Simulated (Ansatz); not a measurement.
# Molecular dynamics of WC

Input file:

```yaml
accuracy: low
crystal:
  lattice:
    - [-2.950599, -5.110587, 0.0]
    - [4.425898, -2.555293, 0.0]
    - [0.0, 0.0, 5.755853]
  atoms:
    - { symbol: W, position: [0.75, 0.5, 0.0] }
    - { symbol: C, position: [0.5, 0.6666667, 0.25] }
    - { symbol: W, position: [0.75, 0.5, 0.5] }
    - { symbol: C, position: [0.5, 0.6666667, 0.75] }
    - { symbol: W, position: [0.5, 0.0, 0.0] }
    - { symbol: C, position: [0.25, 0.1666667, 0.25] }
    - { symbol: W, position: [0.5, 0.0, 0.5] }
    - { symbol: C, position: [0.25, 0.1666667, 0.75] }
    - { symbol: W, position: [0.25, 0.5, 0.0] }
    - { symbol: C, position: [0.0, 0.6666667, 0.25] }
    - { symbol: W, position: [0.25, 0.5, 0.5] }
    - { symbol: C, position: [0.0, 0.6666667, 0.75] }
    - { symbol: W, position: [0.0, 0.0, 0.0] }
    - { symbol: C, position: [0.75, 0.1666667, 0.25] }
    - { symbol: W, position: [0.0, 0.0, 0.5] }
    - { symbol: C, position: [0.75, 0.1666667, 0.75] }
basis:
  ecutwfc: 420.0
kpoints:
  mp_grid: { grid: [3, 3, 3] }
hamiltonian:
  xc: pbe
  pseudopotentials: { kind: paw, azcp: { folder: soft_1 } }
scf:
  occupations: { method: fermi_dirac, width: 0.17 }
  lower_state_search: "off"
md:
  timestep: 1.5
  n_steps: 150
  ensemble: nvt_langevin
  temperature: 2000.0
  initial_velocities: maxwell_boltzmann
  seed: 660708
  friction: 0.02
```

Launched with:

```bash
$ ansatz run input.yaml --threads 2 --pin off --max-ram 5120MiB --backend cpu --events-out ev --progress --plain --runs-dir out
```

It starts from a structure without forces on its atoms.

Output, in part (step lines):

```
md step     0: t =     0.00 fs  T =  1875.0 K  F+E_penalty+E_count = -85097.16888723 eV  E_kin = 3.877800 eV  (9 SCF iters)
md step     1: t =     1.50 fs  T =  1877.5 K  F+E_penalty+E_count = -85097.09889653 eV  E_kin = 3.882905 eV  (7 SCF iters)
md step     2: t =     3.00 fs  T =  1801.8 K  F+E_penalty+E_count = -85096.89502093 eV  E_kin = 3.726461 eV  (7 SCF iters)
md step     3: t =     4.50 fs  T =  1683.5 K  F+E_penalty+E_count = -85096.57708769 eV  E_kin = 3.481688 eV  (7 SCF iters)
md step     4: t =     6.00 fs  T =  1566.6 K  F+E_penalty+E_count = -85096.18393838 eV  E_kin = 3.239925 eV  (7 SCF iters)
md step     5: t =     7.50 fs  T =  1553.8 K  F+E_penalty+E_count = -85095.75249640 eV  E_kin = 3.213423 eV  (5 SCF iters)
md step     6: t =     9.00 fs  T =  1427.3 K  F+E_penalty+E_count = -85095.35159442 eV  E_kin = 2.951838 eV  (6 SCF iters)
md step     7: t =    10.50 fs  T =  1137.2 K  F+E_penalty+E_count = -85095.03854442 eV  E_kin = 2.351881 eV  (5 SCF iters)
[... lines left out ...]
md step   149: t =   223.50 fs  T =  2319.4 K  F+E_penalty+E_count = -85092.90079426 eV  E_kin = 4.796804 eV  (6 SCF iters)
md step   150: t =   225.00 fs  T =  2063.5 K  F+E_penalty+E_count = -85092.89185145 eV  E_kin = 4.267580 eV  (7 SCF iters)
```

The steps, from the saved trajectory:

```json
{"time (fs)": "0.0", "T (K)": "1875", "potential energy less start (eV)": "0.000"}
{"time (fs)": "7.5", "T (K)": "1554", "potential energy less start (eV)": "1.416"}
{"time (fs)": "15.0", "T (K)": "1001", "potential energy less start (eV)": "2.565"}
{"time (fs)": "22.5", "T (K)": "1672", "potential energy less start (eV)": "1.904"}
{"time (fs)": "30.0", "T (K)": "1640", "potential energy less start (eV)": "2.736"}
{"time (fs)": "37.5", "T (K)": "1569", "potential energy less start (eV)": "3.960"}
{"time (fs)": "45.0", "T (K)": "1550", "potential energy less start (eV)": "3.859"}
{"time (fs)": "52.5", "T (K)": "2078", "potential energy less start (eV)": "3.831"}
{"time (fs)": "60.0", "T (K)": "1966", "potential energy less start (eV)": "4.161"}
{"time (fs)": "67.5", "T (K)": "1825", "potential energy less start (eV)": "4.189"}
{"time (fs)": "75.0", "T (K)": "1597", "potential energy less start (eV)": "3.898"}
{"time (fs)": "82.5", "T (K)": "2070", "potential energy less start (eV)": "2.936"}
{"time (fs)": "90.0", "T (K)": "1768", "potential energy less start (eV)": "2.861"}
{"time (fs)": "97.5", "T (K)": "1849", "potential energy less start (eV)": "3.260"}
{"time (fs)": "105.0", "T (K)": "1708", "potential energy less start (eV)": "4.086"}
{"time (fs)": "112.5", "T (K)": "2349", "potential energy less start (eV)": "3.951"}
{"time (fs)": "120.0", "T (K)": "2398", "potential energy less start (eV)": "4.188"}
{"time (fs)": "127.5", "T (K)": "1926", "potential energy less start (eV)": "4.570"}
{"time (fs)": "135.0", "T (K)": "2369", "potential energy less start (eV)": "4.143"}
{"time (fs)": "142.5", "T (K)": "1677", "potential energy less start (eV)": "5.092"}
{"time (fs)": "150.0", "T (K)": "1927", "potential energy less start (eV)": "4.295"}
{"time (fs)": "157.5", "T (K)": "2401", "potential energy less start (eV)": "3.254"}
{"time (fs)": "165.0", "T (K)": "2364", "potential energy less start (eV)": "3.494"}
{"time (fs)": "172.5", "T (K)": "1798", "potential energy less start (eV)": "5.231"}
{"time (fs)": "180.0", "T (K)": "2155", "potential energy less start (eV)": "4.512"}
{"time (fs)": "187.5", "T (K)": "2030", "potential energy less start (eV)": "3.993"}
{"time (fs)": "195.0", "T (K)": "1645", "potential energy less start (eV)": "4.078"}
{"time (fs)": "202.5", "T (K)": "1982", "potential energy less start (eV)": "3.415"}
{"time (fs)": "210.0", "T (K)": "1836", "potential energy less start (eV)": "3.144"}
{"time (fs)": "217.5", "T (K)": "2109", "potential energy less start (eV)": "3.909"}
{"time (fs)": "225.0", "T (K)": "2063", "potential energy less start (eV)": "4.277"}
```

The run went to its last step. A run of 0.23 ps of so small a system gives no equilibrium averages. Limits of this set-up: coarse k mesh, low accuracy level.

Mean squared displacements from the first frame to the last, about the centre of mass: W 0.02 Å², C 0.04 Å².

Last frame:

```xyz
16
Lattice="-2.9506 -5.1106 0.0000 4.4259 -2.5553 0.0000 0.0000 0.0000 5.7559" Properties=species:S:1:pos:R:3
W 0.069 -5.089 0.082
C 1.584 -3.995 1.814
W -0.001 -5.010 2.861
C 1.534 -4.361 4.330
W -1.552 -2.431 0.277
C -0.147 -1.594 1.611
W -1.459 -2.313 3.009
C 0.004 -1.655 4.544
W 1.443 -2.546 0.062
C 3.098 -1.518 1.505
W 1.274 -2.338 3.010
C 2.934 -1.549 4.347
W 0.117 0.159 0.168
C -1.580 -3.977 1.591
W -0.083 0.081 3.083
C -1.442 -4.204 4.362
```

The run took 21 min on 2 threads of Arm Neoverse V2, on a shared host, peak memory 0.7 GiB.
